Light with too little energy to be absorbed passes through a crystal without loss, so the simplest guess is that the crystal's response to it is a fixed number, and that changes begin only where absorption begins. Boron phosphide behaves otherwise in this calculation. The real part of its dielectric function climbs by half, from 9.48 to 14.2, while the imaginary part is still zero. It then turns negative where absorption is strongest, and it stays negative while the absorption fades.

Independent-particle dielectric function of zincblende BP (F-43m, two-atom cell, conventional a = 4.548 Å), without local fields or excitons, broadened by 0.1 eV. Calculated with Ansatz 0.2.0 using PBE, scalar-relativistic plane-wave PAW, no spin polarisation, a 420 eV cutoff, a 10×10×10 ground-state k mesh and Gaussian smearing of 0.02 eV.

```tsv
photon energy (eV)	dielectric imaginary xx	dielectric real xx
0	0	9.48
0.4	0	9.52
0.8	0	9.64
1.2	0	9.86
1.6	0	10.2
2	0	10.7
2.4	0	11.3
2.8	0	12.4
3.2	0	14.2
3.6	3.05	16.7
4	4.97	16.8
4.4	6.83	17.8
4.8	9.41	19.4
5.2	13.6	22.5
5.6	32.1	28.6
6	34.5	-12.6
6.4	19.6	-8.02
6.8	14.2	-9.09
7.2	10.6	-7.74
7.6	8.73	-6.69
8	7.38	-6.30
8.4	6.31	-5.87
8.8	5.10	-5.43
9.2	4.18	-5.00
9.6	3.43	-4.46
10	2.86	-3.90
10.4	2.61	-3.39
10.8	2.42	-3.05
11.2	2.10	-3.00
11.6	1.81	-2.63
12	1.74	-2.38
12.4	1.51	-2.29
12.8	1.28	-2.07
13.2	1.15	-1.85
13.6	1.05	-1.68
14	0.95	-1.54
```

The two result columns describe two sides of one motion. The imaginary part, ε₂, measures how strongly the crystal absorbs at the photon energy E. The real part, ε₁, measures the electronic polarisation that moves in step with the light's electric field. Where ε₂ is zero, the refractive index is the square root of ε₁, so the early climb takes the index from √9.48 ≈ 3.1 to √14.2 ≈ 3.8. The crystal is cubic, and one direction of the field therefore stands for all.

The link between the columns is the behaviour of a driven oscillator. A weight on a spring that is pushed slowly follows the push, and it swings further as the pushing rate nears its own frequency. Pushed faster than that frequency, it lags by half a cycle and moves against the push. Each electronic transition responds to light in the same way, with the transition energy in the place of the spring's frequency. Absorption that lies above the photon energy therefore adds to ε₁, and absorption that lies below it subtracts.

Summed over all transitions, this becomes the Kramers–Kronig relation,

ε₁(E) = 1 + (2/π) ∫ E′ ε₂(E′) / (E′² − E²) dE′.

Here E′ runs over the energies at which the crystal absorbs, the 1 is the response of empty space, and the integral is taken symmetrically about the point E′ = E. The denominator carries the physics: it is positive for absorption still ahead, negative for absorption already passed, and small for absorption close by. Both columns come from the same set of transitions, so the relation is built into the calculation. Its use here is as an account book that shows which absorption produces which part of ε₁.

At zero photon energy all absorption lies ahead and all of it adds, with a weight of 1/E′. Treating the rows as points of a curve joined by straight lines, the integral up to 14 eV gives ε₁ = 9.2, close to the tabulated 9.48. The two strongest rows, at 5.6 and 6 eV, supply 36 % of the integral. The weaker absorption from 3.6 to 5.2 eV supplies about a quarter, and the long tail above the peak supplies the rest. The static value is thus a broad average over the spectrum, in which the absorption edge has only a modest share.

At 3.2 eV, the last row before absorption sets in, the balance is different. Compared with its effect at zero energy, each piece of absorption now counts more by the factor 1/(1 − E²/E′²). For absorption at 3.6 eV this factor is 4.8, while for absorption at 6 eV it is only 1.4. The modest absorption from 3.6 to 5.2 eV therefore produces 56 % of the integral's rise between zero and 3.2 eV. The index of a transparent crystal climbs because the light is approaching absorption that it has not yet reached, and the nearest absorption matters most.

A cruder model makes the same point by its failure. Let one oscillator of energy E₀ replace the whole spectrum, so that ε₁(E) = 1 + [ε₁(0) − 1]/(1 − E²/E₀²). The static value is taken from the table. E₀² is the integral of ε₂/E′ divided by that of ε₂/E′³, which gives the curve the right initial bend. All absorbing rows enter these two integrals, and the result is E₀ = 5.76 eV, close to the main peak.

For the row at 3.2 eV, the ratio E²/E₀² is 10.24/33.2 = 0.31. The model then gives 1 + 8.48/0.69 ≈ 13.3, against 14.2 in the table; this value of ε₁ was not used to set up the model. At 2 eV the same formula gives 10.6, against 10.7. From a distance the spectrum acts like a single resonance near its peak. Close to the edge it does not, because the real absorption starts well below E₀ and its nearest part pulls ε₁ up more steeply.

The same weights show how errors in the absorption reach the transparent range. PBE makes band gaps too small, so the true edge should lie at higher energy. If the absorption moved up without changing its height, the weight 1/E′ would shrink and the static value would fall. The attraction between the excited electron and the hole it leaves is also neglected, and it would draw strength towards lower energies. Leaving out local fields usually makes the static value too high, so close agreement with a measurement could come from errors that cancel. The real part also lacks the transitions to bands that were not solved, which would raise it somewhat in every row.

Absorption itself appears between 3.2 and 3.6 eV, and the band structure of the same calculation shows why. The smallest energy for lifting an electron without changing its crystal momentum is 3.39 eV. The smallest gap of any kind on the k mesh is much lower, 1.25 eV, but crossing it requires a change of momentum that light alone cannot supply. In a real crystal lattice vibrations can supply it, and such processes are left out here. Some of the zeros up to 3.2 eV thus stand for weak absorption that a thick piece of boron phosphide would show. It should set in at a higher energy than 1.25 eV, because PBE makes this gap too small as well.

Once the edge is passed, the climb of ε₁ stalls. It gains 2.5 between 3.2 and 3.6 eV, but only 0.1 in the next step, although the main peak is still ahead. The oscillator picture accounts for this. As the photon energy crosses a steep edge, the absorption just passed changes sides and begins to subtract, so theory expects ε₁ to form a rounded cusp there. Further on, the pull of the much stronger absorption ahead wins again, and ε₁ climbs to 28.6 at 5.6 eV.

The strong absorption at 5.6 and 6 eV is of a kind familiar from zincblende semiconductors. Over large regions of momentum space a filled and an empty band run nearly parallel, so that a great many transitions share almost the same energy. That is the standard explanation of such a peak, and it probably holds here, though the spectrum alone does not identify the bands. The height of the peak also depends on the broadening of 0.1 eV, and its summit may lie between two rows.

Crossing this peak moves a large share of the absorption from ahead of the light to behind it. What had been the largest positive contribution becomes the largest negative one, and ε₁ drops from 28.6 to −12.6 in a single step. The steepness of the drop reflects how narrow the peak is, since a broad band of absorption would change sides gradually. The negative sign does not mean that boron phosphide has become a metal. It means that the polarisation of the bound electrons now points against the field and outweighs the response of empty space, so that the crystal reflects strongly, much as a metal does.

The recovery that follows has one irregular row. From −8.02 at 6.4 eV the real part slips back to −9.09 at 6.8 eV, and from there it rises in every step. Over the same rows ε₂ only falls. A likely reason is a smaller feature on the falling side of the main peak, narrower than the spacing of the rows, but at this spacing that remains a guess.

Around 10 eV the absorption has become weak, yet ε₁ is still clearly negative. Halfway between the rows at 10 and 10.4 eV the integral gives −3.8, while the average of those two rows is −3.6. Absorption in the rows up to 8 eV contributes −4.0 to this result. The light is still being answered by the strong transitions it passed long before. Their opposition weakens gradually, because the denominator grows smoothly as the photon energy moves away from them, and this is why ε₁ creeps back towards zero instead of jumping.

At 14 eV, the end of the table, ε₁ is still −1.54. The reason can be seen by counting electrons, for which absorption is weighted by E′ instead of 1/E′. With the density of the eight valence electrons in the cell, the integral of E′ε₂ up to 14 eV accounts for about six of them. All this strength now lies below the photon energy and opposes the field, and it still outweighs the response of empty space and the absorption ahead. The static value is by then almost complete, because it favours low energies, whereas a quarter of the electron count has still to come from higher ones. Only above 14 eV does ε₁ return through zero, and near that crossing the valence electrons can oscillate together as a plasmon.
